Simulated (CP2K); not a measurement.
# Ge (Fd-3m) in CP2K: further runs

Runs on Ge. Level: PBE. Tasks: single point.

Everything below comes from runs of CP2K 2026.2. Logs are shortened: lines on timing, memory, paths and dates and some standing lists are left out, and cuts for length are marked.

**Experimental background.**

From “Electronic and optical properties of SixGe1-x-ySny alloys lattice-matched to Ge”, 2021, arxiv:2109.02782, for a bulk crystal of Ge at 293 K: band gap 0.666 eV (indirect).

“Temperature-dependent photoluminescence in Ge: experiment and theory”, 2020, arxiv:2003.00143 reports, for a bulk crystal of Ge at 0 K: band gap 0.744 eV (indirect).

The runs below are set against these values where they give the same quantity.

## (1) The crystal as given

Symmetry: Fd-3m, No. 227, cubic system. The conventional cell has a = 5.658 Å, b = 5.658 Å, c = 5.658 Å, α = 90.00°, β = 90.00°, γ = 90.00°. Around Ge (site symmetry -43m) lie 4 Ge at 2.45 Å.

## (2) Single point, PBE

ge_scf.inp

```
&GLOBAL
  PROJECT ge_scf
  RUN_TYPE ENERGY_FORCE
  PRINT_LEVEL LOW
&END GLOBAL
&FORCE_EVAL
  METHOD QS
  STRESS_TENSOR ANALYTICAL
  &DFT
    BASIS_SET_FILE_NAME BASIS_MOLOPT_UCL
    POTENTIAL_FILE_NAME GTH_POTENTIALS
    &MGRID
      CUTOFF 450
      REL_CUTOFF 60
      NGRIDS 4
    &END MGRID
    &QS
      METHOD GPW
      EPS_DEFAULT 1.0E-9
    &END QS
    &KPOINTS
      SCHEME MONKHORST-PACK 8 8 8
      GAMMA_CENTERED T
      SYMMETRY T
      SYMMETRY_BACKEND SPGLIB
    &END KPOINTS
    &SCF
      SCF_GUESS ATOMIC
      EPS_SCF 1.0E-6
      MAX_SCF 100
      ADDED_MOS 10
      CHOLESKY OFF
      EPS_EIGVAL 1.0E-7
      &DIAGONALIZATION ON
        ALGORITHM STANDARD
      &END DIAGONALIZATION
      &MIXING ON
        METHOD BROYDEN_MIXING
        ALPHA 0.4
        BETA 1.5
        NBUFFER 8
      &END MIXING
      &SMEAR ON
        METHOD FERMI_DIRAC
        ELECTRONIC_TEMPERATURE [K] 580.226
      &END SMEAR
    &END SCF
    &XC
      &XC_FUNCTIONAL
        &GGA_X_PBE
        &END GGA_X_PBE
        &GGA_C_PBE
        &END GGA_C_PBE
      &END XC_FUNCTIONAL
    &END XC
    &PRINT
      &KPOINTS ON
      &END KPOINTS
      &MULLIKEN ON
      &END MULLIKEN
      &MO ON
        ENERGIES T
        OCCUPATION_NUMBERS T
        &EACH
          QS_SCF 0
        &END EACH
        ADD_LAST NUMERIC
      &END MO
    &END PRINT
  &END DFT
  &SUBSYS
    &CELL
      A 4.0006828887 0.0000000000 0.0000000000
      B 2.0003414444 3.4646930141 0.0000000000
      C 2.0003414444 1.1548976714 3.2665439000
      PERIODIC XYZ
    &END CELL
    &COORD
      Ge  6.0010243331 3.4646930141 2.4499079250
      Ge  4.0006828888 2.3097953428 1.6332719500
    &END COORD
    &KIND Ge
      BASIS_SET TZVP-MOLOPT-SR-GTH-q4
      POTENTIAL GTH-PBE-q4
    &END KIND
    &PRINT
      &ATOMIC_COORDINATES ON
      &END ATOMIC_COORDINATES
      &CELL ON
      &END CELL
    &END PRINT
  &END SUBSYS
  &PRINT
    &FORCES ON
    &END FORCES
    &STRESS_TENSOR ON
    &END STRESS_TENSOR
  &END PRINT
&END FORCE_EVAL
```

Potentials or basis: GTH_POTENTIALS Ge GTH-PBE-q4; TZVP-MOLOPT-SR-GTH basis.

Run with:

```sh
$ OMP_NUM_THREADS=1 cp2k.psmp -i ge_scf.inp -o ge_scf.out
```

ge_scf.out:

```text

 CP2K| version string:                                       CP2K version 2026.2
 CP2K| Input file name                                                ge_scf.inp

 GLOBAL| Force Environment number                                              1
 GLOBAL| Basis set file name                                    BASIS_MOLOPT_UCL
 GLOBAL| Potential file name                                      GTH_POTENTIALS
 GLOBAL| MM Potential file name                                     MM_POTENTIAL
 GLOBAL| Coordinate file name                                      __STD_INPUT__
 GLOBAL| Method name                                                        CP2K
 GLOBAL| Project name                                                     ge_scf
 GLOBAL| Run type                                                   ENERGY_FORCE
 GLOBAL| FFT library                                                       FFTW3
[... 6 lines left out ...]
 GLOBAL| Total number of message passing processes                             1
 GLOBAL| Number of threads for this process                                    1
 GLOBAL| CPU model name           Intel(R) Xeon(R) Platinum 8259CL CPU @ 2.50GHz

 CELL| Volume [angstrom^3]:                                            45.278016
 CELL| Vector a [angstrom]:       4.001     0.000     0.000   |a| =     4.000683
 CELL| Vector b [angstrom]:       2.000     3.465     0.000   |b| =     4.000683
 CELL| Vector c [angstrom]:       2.000     1.155     3.267   |c| =     4.000683
 CELL| Angle (b,c), alpha [degree]:                                    60.000000
 CELL| Angle (a,c), beta  [degree]:                                    60.000000
 CELL| Angle (a,b), gamma [degree]:                                    60.000000
 CELL| Numerically orthorhombic:                                              NO
 CELL| Periodicity                                                           XYZ

 CELL_REF| Volume [angstrom^3]:                                        45.278016
 CELL_REF| Vector a [angstrom     4.001     0.000     0.000   |a| =     4.000683
 CELL_REF| Vector b [angstrom     2.000     3.465     0.000   |b| =     4.000683
 CELL_REF| Vector c [angstrom     2.000     1.155     3.267   |c| =     4.000683
 CELL_REF| Angle (b,c), alpha [degree]:                                60.000000
 CELL_REF| Angle (a,c), beta  [degree]:                                60.000000
 CELL_REF| Angle (a,b), gamma [degree]:                                60.000000
 CELL_REF| Numerically orthorhombic:                                          NO
[... 10 lines left out ...]
 TOTAL NUMBERS AND MAXIMUM NUMBERS

  Total number of            - Atomic kinds:                                   1
                             - Atoms:                                          2
                             - Shell sets:                                     2
                             - Shells:                                        14
                             - Primitive Cartesian functions:                  8
                             - Cartesian basis functions:                     36
                             - Spherical basis functions:                     34

  Maximum angular momentum of the orbital basis functions:                     2

 MODULE QUICKSTEP: ATOMIC COORDINATES IN ANGSTROM

   Atom Kind Element         X             Y             Z       Z(eff)     Mass
      1    1 Ge   32      6.001024      3.464693      2.449908   4.0000  72.6400
      2    1 Ge   32      4.000683      2.309795      1.633272   4.0000  72.6400

 SCF PARAMETERS         Density guess:                                    ATOMIC
[... 9 lines left out ...]
                        --------------------------------------------------------
                        level_shift [a.u.]:                             0.000000
                        added MOs                                        10    0
                        --------------------------------------------------------
                        Mixing method:                            BROYDEN_MIXING
[... 11 lines left out ...]
 *******************************************************************************
 BRILLOUIN| K-point scheme                                        Monkhorst-Pack
 BRILLOUIN| K-Point grid                                             8    8    8
 BRILLOUIN| Gamma-centered k-point mesh                                     ON
 BRILLOUIN| K-point symmetry accuracy                               0.100000E-05
 BRILLOUIN| K-Point point group symmetrization                                ON
 BRILLOUIN| Symmetry backend                                             SPGLIB
 BRILLOUIN| Symmetry reduction method                                    SPGLIB
 BRILLOUIN| Wavefunction type                                            COMPLEX
 BRILLOUIN| List of Kpoints [2 Pi/Bohr]                                       29
 BRILLOUIN| Number           Weight            X              Y              Z
 BRILLOUIN|     1           0.01562       -0.37500       -0.37500       -0.37500
 BRILLOUIN|     2           0.04688       -0.37500       -0.37500       -0.25000
 BRILLOUIN|     3           0.04688       -0.37500       -0.37500       -0.12500
 BRILLOUIN|     4           0.01172       -0.37500       -0.37500        0.00000
 BRILLOUIN|     5           0.04688       -0.37500       -0.37500        0.12500
 BRILLOUIN|     6           0.02344       -0.37500       -0.37500        0.25000
[... 21 lines left out ...]
 BRILLOUIN|    28           0.00781        0.00000        0.00000        0.50000
 BRILLOUIN|    29           0.00586        0.00000        0.50000        0.50000
 *******************************************************************************

 Extrapolation method: initial_guess

 Number of electrons:                                                          8
 Number of occupied orbitals:                                                  4
 Number of molecular orbitals:                                                14

 Number of orbital functions:                                                 34
 Number of independent orbital functions:                                     34

 SCF WAVEFUNCTION OPTIMIZATION

  Step     Update method      Time    Convergence         Total energy    Change
  ------------------------------------------------------------------------------
     1 NoMix/Diag. 0.40E+00    1.2     0.35492036        -7.9265563573 -7.93E+00
     2 Broy./Diag. 0.40E+00    1.0     0.00280270        -7.8364767655  9.01E-02
     3 Broy./Diag. 0.40E+00    0.9     0.01046372        -7.7844148417  5.21E-02
     4 Broy./Diag. 0.40E+00    1.0     0.00271988        -7.8301838673 -4.58E-02
     5 Broy./Diag. 0.40E+00    0.9     0.00238251        -7.8509055227 -2.07E-02
     6 Broy./Diag. 0.40E+00    1.0     0.00053676        -7.8595035335 -8.60E-03
     7 Broy./Diag. 0.40E+00    0.9     0.00003533        -7.8606262770 -1.12E-03
     8 Broy./Diag. 0.40E+00    0.9     0.00001294        -7.8608352609 -2.09E-04
     9 Broy./Diag. 0.40E+00    1.0     0.00000492        -7.8609358226 -1.01E-04
    10 Broy./Diag. 0.40E+00    1.0     0.00000146        -7.8609741498 -3.83E-05
    11 Broy./Diag. 0.40E+00    1.0     0.00000028        -7.8609769644 -2.81E-06

  *** SCF run converged in    11 steps ***

  Electronic density on regular grids:         -8.0000000000        0.0000000000
  Core density on regular grids:                7.9999999745       -0.0000000255
  Total charge density on r-space grids:       -0.0000000255
  Total charge density g-space grids:          -0.0000000255

  Overlap energy of the core charge distribution:               0.00000001854619
  Self energy of the core charge distribution:                -16.71672840141500
  Core Hamiltonian energy:                                      3.91271491639972
  Hartree energy:                                               7.29013584000109
  Exchange-correlation energy:                                 -2.34707361878485
  Electronic entropic energy:                                  -0.00002571918421
  Fermi energy:                                                 0.16882691730616

  Total energy:                                                -7.86097696442216
  Total energy (extrapolated to T->0):                         -7.86096410483005

 MO| EIGENVALUES AND OCCUPATION NUMBERS FOR K POINT 1
 MO|
 MO|  Index      Eigenvalue [a.u.]        Eigenvalue [eV]             Occupation
 MO|      1              -0.244789              -6.661054               2.000000
 MO|      2              -0.078364              -2.132389               2.000000
 MO|      3               0.120920               3.290400               2.000000
 MO|      4               0.120920               3.290400               2.000000
 MO|      5               0.179071               4.872772               0.007553
 MO|      6               0.309058               8.409898               0.000000
 MO|      7               0.309058               8.409899               0.000000
 MO|      8               0.464635              12.643349               0.000000
 MO|      9               0.576157              15.678032               0.000000
 MO|     10               0.576157              15.678033               0.000000
 MO|     11               0.606102              16.492870               0.000000
 MO|     12               0.719859              19.588358               0.000000
 MO|     13               0.779170              21.202292               0.000000
 MO|     14               0.779170              21.202297               0.000000
 MO| Sum:                                                               8.007553
 MO| E(Fermi):            0.168827 a.u.          4.594014 eV

 MO| EIGENVALUES AND OCCUPATION NUMBERS FOR K POINT 2
 MO|
 MO|  Index      Eigenvalue [a.u.]        Eigenvalue [eV]             Occupation
 MO|      1              -0.248894              -6.772754               2.000000
 MO|      2              -0.058613              -1.594928               2.000000
 MO|      3               0.086730               2.360053               2.000000
 MO|      4               0.103129               2.806272               2.000000
 MO|      5               0.228434               6.216003               0.000000
 MO|      6               0.291881               7.942475               0.000000
 MO|      7               0.345213               9.393719               0.000000
 MO|      8               0.391580              10.655444               0.000000
 MO|      9               0.544834              14.825692               0.000000
 MO|     10               0.608167              16.549053               0.000000
 MO|     11               0.625833              17.029780               0.000000
 MO|     12               0.759738              20.673534               0.000000
 MO|     13               0.763253              20.769164               0.000000
 MO|     14               0.821484              22.353725               0.000000
 MO| Sum:                                                               8.000000
 MO| E(Fermi):            0.168827 a.u.          4.594014 eV
[... 229 lines left out ...]
 MO| EIGENVALUES AND OCCUPATION NUMBERS FOR K POINT 14
 MO|
 MO|  Index      Eigenvalue [a.u.]        Eigenvalue [eV]             Occupation
 MO|      1              -0.226886              -6.173886               2.000000
 MO|      2              -0.083998              -2.285704               2.000000
 MO|      3               0.037129               1.010333               2.000000
 MO|      4               0.090540               2.463720               2.000000
 MO|      5               0.259442               7.059782               0.000000
 MO|      6               0.297082               8.084001               0.000000
 MO|      7               0.358111               9.744688               0.000000
 MO|      8               0.401473              10.924638               0.000000
 MO|      9               0.550850              14.989393               0.000000
 MO|     10               0.571919              15.562720               0.000000
 MO|     11               0.688813              18.743567               0.000000
 MO|     12               0.745222              20.278524               0.000000
 MO|     13               0.815325              22.186118               0.000000
 MO|     14               0.838042              22.804281               0.000000
 MO| Sum:                                                               8.000000
 MO| E(Fermi):            0.168827 a.u.          4.594014 eV
 MO| Band gap:            0.168902 a.u.          4.596062 eV

 [... the levels of further k-points ...]

 !-----------------------------------------------------------------------------!
                     Mulliken Population Analysis

 #  Atom  Element  Kind  Atomic population                           Net charge
       1     Ge       1          4.000000                             -0.000000
       2     Ge       1          4.000000                              0.000000
 # Total charge                              8.000000                 -0.000000

 !-----------------------------------------------------------------------------!

 ENERGY| Total FORCE_EVAL ( QS ) energy [hartree]             -7.860977579724534

 FORCES| Atomic forces [hartree/bohr]
 FORCES|   Atom     x               y               z               |f|
 FORCES|      1 -7.07485844E-10 -1.32688139E-08 -9.70664857E-09   1.64554242E-08
 FORCES|      2  5.69474281E-10  1.31891387E-08  9.65030282E-09   1.63525541E-08
 FORCES| Sum    -1.38011564E-10 -7.96752294E-11 -5.63457537E-11
 FORCES| Total atomic force                                       1.69027151E-10

 STRESS| Analytical stress tensor [bar]
 STRESS|                        x                   y                   z
 STRESS|      x        4.03041661467E+04  -1.56711039321E-04   1.69326563089E-03
 STRESS|      y       -1.56711039321E-04   4.03050132504E+04  -1.72444109850E-02
 STRESS|      z        1.69326563089E-03  -1.72444109850E-02   4.03050022711E+04
 STRESS| 1/3 Trace                                             4.03047272227E+04
 STRESS| Determinant                                           6.54738619978E+13

 STRESS| Eigenvectors and eigenvalues of the analytical stress tensor [bar]
 STRESS|                        1                   2                   3
 STRESS| Eigenvalues   4.03041661433E+04   4.03049896656E+04   4.03050258593E+04
 STRESS|      x           0.999997945095      0.001547460793     -0.001309645651
 STRESS|      y           0.000143830460      0.590231598975      0.807233943095
 STRESS|      z          -0.002022157125      0.807232472672     -0.590230163533
```

Run time: 14 s. Hardware: 1 thread of Intel Xeon Platinum 8259CL at 2.50GHz (Skylake/Cascade Lake), shared host; peak memory 0.3 GiB.

Results:

| Quantity | Value |
| --- | --- |
| Free energy | -213.9081 eV |
| Pressure | 4.0 GPa |
| Band gap on the k mesh | none (metal or under the smearing width) |

Levels at points of the mesh, in eV from the Fermi level:
```
           k point  band 1  band 2  band 3  band 4  band 5  band 6  band 7  band 8
(0.00, 0.00, 0.00)  -12.78   -0.05   -0.05   -0.05   -0.01    2.54    2.54    2.54
(0.00, 0.00, 0.50)  -10.72   -7.65   -1.44   -1.44    0.14    3.79    3.79    9.23
(0.00, 0.50, 0.50)   -8.94   -8.94   -3.10   -3.10    0.72    0.72    9.59    9.59
```

Caveat: the basis of atomic orbitals isn't converged, which shifts pressures, moduli and gaps.

(Part 1 of 2 ends here.)
